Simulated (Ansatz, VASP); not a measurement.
**Two plane-wave programs on MgS**

The input INCAR:

```
ALGO = Normal
EDIFF = 1E-7
ENCUT = 520
GGA = PE
ISIF = 2
ISMEAR = -1
LASPH = T
LCHARG = T
LELF = T
LREAL = F
LVHAR = T
LWAVE = F
NBANDS = 11
NELM = 100
PREC = Accurate
SIGMA = 0.02
```

KPOINTS

```
k-points
0
Gamma
  8 8 8
```

File POSCAR:

```
MgS
1.0
   -0.0643875689      2.6015179373      2.6015179373
    2.6015179373     -0.0643875689      2.6015179373
    2.5371303683      2.5371303683      0.0000000000
Mg S
1 1
Direct
    0.0000000000      0.0000000000      0.0000000000
    0.5000000000      0.5000000000      0.5000000000
```

Input for Ansatz:

```yaml
crystal:
  lattice:
    - [-0.0643875689, 2.6015179373, 2.6015179373]
    - [2.6015179373, -0.0643875689, 2.6015179373]
    - [2.5371303683, 2.5371303683, 0.0]
  atoms:
    - { symbol: Mg, position: [0.0, 0.0, 0.0] }
    - { symbol: S, position: [0.5, 0.5, 0.5] }
kpoints:
  mp_grid: { grid: [8, 8, 8] }
  band_path:
    path:
      - [0.0, 0.0, 0.0]
      - [0.5, 0.0, 0.5]
      - [0.625, 0.25, 0.625]
      - [0.375, 0.375, 0.75]
      - [0.5, 0.5, 0.5]
      - [0.5, 0.25, 0.75]
      - [0.5, 0.5, 0.0]
    npoints: 1
hamiltonian:
  xc: pbe
scf:
  occupations: { method: fermi_dirac, width: 0.02 }
  n_extra_bands: 4
output:
  forces: true
  stress: true
  eigenvalues: true
```

Change from the starting cell: shear_xy strain -5.0%.

Alike in both runs: task single point; functional PBE; k mesh 8 × 8 × 8; occupations fermi-dirac, width 0.02 eV; no spin polarisation.

|  | VASP | Ansatz |
| --- | --- | --- |
| version | VASP 6.6.1 | Ansatz 0.2.0 |
| potentials or method | VASP PAW PBE potentials, release 64 (Mg, S) | plane waves, PAW |
| plane-wave cutoff (eV) | 520 | 420 |
| valence electrons in the cell | 8 | 16 |

```csv
,VASP,Ansatz,Ansatz less VASP
gap on the k mesh at the Fermi level (eV),2.45,2.46,+0.013
pressure (GPa),0.9,1.2,+0.30
largest component of the traceless stress (GPa),2.73,2.73,-0.004
```

The two sets of potentials don't hold the same shells in valence.

A k mesh can miss the band edges.
